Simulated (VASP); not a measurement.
VASP ran on this input.

INCAR:
```
SYSTEM = AlSb
PREC = Accurate
ENCUT = 400
EDIFF = 1E-6
NELM = 60
ALGO = VeryFast
LREAL = .FALSE.
LASPH = .TRUE.
ISMEAR = 0
SIGMA = 0.05
GGA = PE
LMAXMIX = 4
LWAVE = .FALSE.
LCHARG = .FALSE.
ISIF = 2
NELMDL = -1
```

**POSCAR**
```
AlSb
1
    0.0000000000     3.1314000000     3.1314000000
    3.1314000000     0.0000000000     3.1314000000
    3.1314000000     3.1314000000     0.0000000000
Al Sb
1 1
Direct
  0.0000000000   0.0000000000   0.0000000000
  0.2500000000   0.2500000000   0.2500000000
```

KPOINTS:
```
Automatic mesh
0
Gamma
6 6 6
0 0 0
```

POTCAR, in this order: Al Sb (PBE.64 set). Program: vasp_std.

Question: Does this input run properly? What does VASP do?

Answer: There is a fault: ALGO = VeryFast starts from random orbitals with almost no delay (NELMDL = -1). The run did not converge; its last values are not results. Against the sound run, the energy per atom (σ→0) rises by 63.020 eV/atom; the pressure rises by 155.74 GPa; the band gap decreases by 1.14 eV.

### standard output
```
...
RMM:  22     0.118124844733E+03   -0.63802E-01   -0.64946E-01   502   0.115E+01    0.337E+00
RMM:  23     0.118089211339E+03   -0.35633E-01   -0.36798E-01   503   0.111E+01    0.344E+00
RMM:  24     0.118040515207E+03   -0.48696E-01   -0.49400E-01   490   0.107E+01    0.367E+00
RMM:  25     0.118014352194E+03   -0.26163E-01   -0.26861E-01   497   0.103E+01    0.383E+00
RMM:  26     0.117976356206E+03   -0.37996E-01   -0.38668E-01   488   0.994E+00    0.388E+00
RMM:  27     0.117962502783E+03   -0.13853E-01   -0.16166E-01   500   0.965E+00    0.423E+00
RMM:  28     0.117932375985E+03   -0.30127E-01   -0.31692E-01   505   0.937E+00    0.489E+00
RMM:  29     0.117919853590E+03   -0.12522E-01   -0.13371E-01   495   0.907E+00    0.481E+00
RMM:  30     0.117897004051E+03   -0.22850E-01   -0.23777E-01   506   0.881E+00    0.485E+00
RMM:  31     0.117889362255E+03   -0.76418E-02   -0.84922E-02   503   0.856E+00    0.482E+00
RMM:  32     0.117870136603E+03   -0.19226E-01   -0.19827E-01   496   0.834E+00    0.490E+00
RMM:  33     0.117867750859E+03   -0.23857E-02   -0.32577E-02   504   0.813E+00    0.491E+00
RMM:  34     0.117851944404E+03   -0.15806E-01   -0.16340E-01   479   0.794E+00    0.500E+00
RMM:  35     0.117852802034E+03    0.85763E-03    0.29424E-03   471   0.775E+00    0.488E+00
RMM:  36     0.117838372352E+03   -0.14430E-01   -0.14803E-01   493   0.758E+00    0.463E+00
RMM:  37     0.117841882327E+03    0.35100E-02    0.30025E-02   496   0.741E+00    0.463E+00
RMM:  38     0.117829361484E+03   -0.12521E-01   -0.12481E-01   501   0.727E+00    0.473E+00
RMM:  39     0.117835375826E+03    0.60143E-02    0.53724E-02   484   0.712E+00    0.470E+00
RMM:  40     0.117826381934E+03   -0.89939E-02   -0.96625E-02   497   0.700E+00    0.465E+00
RMM:  41     0.117832158307E+03    0.57764E-02    0.53940E-02   469   0.687E+00    0.460E+00
RMM:  42     0.117824724216E+03   -0.74341E-02   -0.77343E-02   484   0.675E+00    0.474E+00
RMM:  43     0.117831410846E+03    0.66866E-02    0.62008E-02   475   0.663E+00    0.473E+00
RMM:  44     0.117824593685E+03   -0.68172E-02   -0.70185E-02   498   0.654E+00    0.493E+00
RMM:  45     0.117828959016E+03    0.43653E-02    0.48720E-02   502   0.645E+00    0.533E+00
RMM:  46     0.117823796553E+03   -0.51625E-02   -0.50315E-02   503   0.634E+00    0.546E+00
RMM:  47     0.117830988518E+03    0.71920E-02    0.64257E-02   482   0.624E+00    0.542E+00
RMM:  48     0.117820857222E+03   -0.10131E-01   -0.88310E-02   499   0.618E+00    0.561E+00
RMM:  49     0.117825473421E+03    0.46162E-02    0.50863E-02   504   0.608E+00    0.573E+00
RMM:  50     0.117820935476E+03   -0.45379E-02   -0.46986E-02   505   0.599E+00    0.580E+00
RMM:  51     0.117826420063E+03    0.54846E-02    0.51157E-02   494   0.590E+00    0.581E+00
RMM:  52     0.117821908646E+03   -0.45114E-02   -0.44683E-02   485   0.583E+00    0.609E+00
RMM:  53     0.117827363242E+03    0.54546E-02    0.49280E-02   492   0.575E+00    0.606E+00
RMM:  54     0.117823187708E+03   -0.41755E-02   -0.43718E-02   476   0.568E+00    0.611E+00
RMM:  55     0.117827569645E+03    0.43819E-02    0.40663E-02   467   0.561E+00    0.613E+00
WARNING in EDDRMM: call to ZHEGV failed, returncode =   8  4      1
RMM:  56     0.117823488751E+03   -0.40809E-02   -0.41810E-02   469   0.555E+00    0.611E+00
RMM:  57     0.117831304346E+03    0.78156E-02    0.50114E-02   477   0.552E+00    0.606E+00
RMM:  58     0.117831448428E+03    0.14408E-03   -0.19283E-02   500   0.547E+00    0.577E+00
RMM:  59     0.117839903437E+03    0.84550E-02    0.48450E-02   504   0.543E+00    0.545E+00
RMM:  60     0.117840762102E+03    0.85867E-03   -0.10926E-02   505   0.536E+00

 -----------------------------------------------------------------------------
|                                                                             |
|           W    W    AA    RRRRR   N    N  II  N    N   GGGG   !!!           |
|           W    W   A  A   R    R  NN   N  II  NN   N  G    G  !!!           |
|           W    W  A    A  R    R  N N  N  II  N N  N  G       !!!           |
|           W WW W  AAAAAA  RRRRR   N  N N  II  N  N N  G  GGG   !            |
|           WW  WW  A    A  R   R   N   NN  II  N   NN  G    G                |
|           W    W  A    A  R    R  N    N  II  N    N   GGGG   !!!           |
|                                                                             |
|     The electronic self-consistency was not achieved in the given           |
|     number of steps (NELM). The forces and other quantities evaluated       |
|     might not be reliable so examine the results carefully. If you find     |
|     spurious results, we suggest increasing NELM, if you were close to      |
|     convergence or switching to a different ALGO or adjusting the           |
|     density mixing parameters otherwise.                                    |
|                                                                             |
 -----------------------------------------------------------------------------

   1 F= 0.11784076E+03 E0= 0.11784112E+03  d E =-.714354E-03
```

File OUTCAR:
```
------------------------ aborting loop EDIFF was not reached (unconverged)  ----------------------------
  FORCE on cell =-STRESS in cart. coord.  units (eV):
  Direction    XX          YY          ZZ          XY          YZ          ZX
  --------------------------------------------------------------------------------------
  Total       59.4234639     59.4234639     59.4234639      0.0000000     -0.0000000     -0.0000000
  in kB     1550.3255655   1550.3255655   1550.3255655      0.0000000     -0.0000000     -0.0000000
  external PRESSURE =    1550.3255655 kB  Pullay stress =       0.0000000 kB
  volume of cell :       61.41
      direct lattice vectors                 reciprocal lattice vectors
     0.000000000  3.131400000  3.131400000    -0.159672990  0.159672990  0.159672990
     3.131400000  0.000000000  3.131400000     0.159672990 -0.159672990  0.159672990
     3.131400000  3.131400000  0.000000000     0.159672990  0.159672990 -0.159672990
 POSITION                                       TOTAL-FORCE (eV/Angst)
 -----------------------------------------------------------------------------------
      0.00000      0.00000      0.00000         0.000000      0.000000      0.000000
      1.56570      1.56570      1.56570        -0.000000     -0.000000     -0.000000
 -----------------------------------------------------------------------------------
    total drift:                                0.000000      0.000000      0.000000
  FREE ENERGIE OF THE ION-ELECTRON SYSTEM (eV)
  ---------------------------------------------------
  free  energy   TOTEN  =       117.8407621022 eV

  energy  without entropy=      117.8414764562  energy(sigma->0) =      117.84111928
```
(Selected blocks of OUTCAR.)

To mend it, set ALGO = Normal, remove NELMDL.

The mended run (PBE GGA, plane waves, VASP's PBE PAW potentials (set 64)) converges, and its OSZICAR ends with
```
   1 F= -.81978835E+01 E0= -.81978835E+01  d E =-.581071E-13
```

The compound is AlSb in the zinc blende structure. The cell was not relaxed at this level.
